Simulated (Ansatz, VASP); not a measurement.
Given: the input of a run of Ansatz 0.2.0 on W.

File input.yaml:

```yaml
crystal:
  lattice:
    - [0.0, 2.03, 2.03]
    - [2.03, 0.0, 2.03]
    - [2.03, 2.03, 0.0]
  atoms:
    - { symbol: W, position: [0.0, 0.0, 0.0] }
kpoints:
  mp_grid: { grid: [4, 4, 4] }
scf:
  occupations: { method: fermi_dirac, width: 0.02 }
hamiltonian:
  xc: pbe
  pseudopotentials: { kind: all_electron, lapw: { basis_error: 0.003 } }
output:
  forces: true
  stress: true
  eigenvalues: true
```

Potentials or basis: all-electron LAPW, scalar-relativistic.

Run with:

```sh
$ ansatz run input.yaml --threads 1 --pin off --max-ram 2560MiB --backend cpu --events-out ev --progress --plain --runs-dir out
```

Task: Set up the same calculation for VASP 6.6.1. Potentials there: VASP PAW PBE potentials, release 64 (W_sv).

Result: As run (the cutoff follows the program's own potentials):

File INCAR:

```
PREC = Accurate
ENCUT = 520
EDIFF = 1E-6
ISMEAR = -1
SIGMA = 0.02
LREAL = F
LASPH = T
NELM = 100
ALGO = Fast
ISIF = 2
LWAVE = F
LCHARG = F
GGA = PE
NBANDS = 13
```

The input KPOINTS:

```
Automatic mesh
0
Gamma
  4 4 4
```

Contents of POSCAR:

```
W
1.0
    0.0000000000      2.0300000000      2.0300000000
    2.0300000000      0.0000000000      2.0300000000
    2.0300000000      2.0300000000      0.0000000000
W
1
Direct
    0.0000000000      0.0000000000      0.0000000000
```

Potentials or basis: VASP PAW PBE potentials, release 64 (W_sv).

The run is started by

```sh
$ cat potpaw_PBE.64/W_sv/POTCAR > POTCAR
$ mpirun -np 1 vasp_std > vasp.out
```

Both were run:

|  | VASP | Ansatz | Ansatz less VASP |
| --- | --- | --- | --- |
| gap on the k mesh at the Fermi level (eV) | none | none | - |
| pressure (GPa) | -4.7 | -5.1 | -0.38 |

A gap of «none» marks a metal or a gap that the smearing closes. Ansatz ran all-electron here, so the differences hold the error of VASP's frozen core and of both bases.

Caveats: the k mesh is coarse (spacing up to 0.67 Å⁻¹), so the values aren't converged. Spin-orbit coupling is left out, which matters for the levels of W.
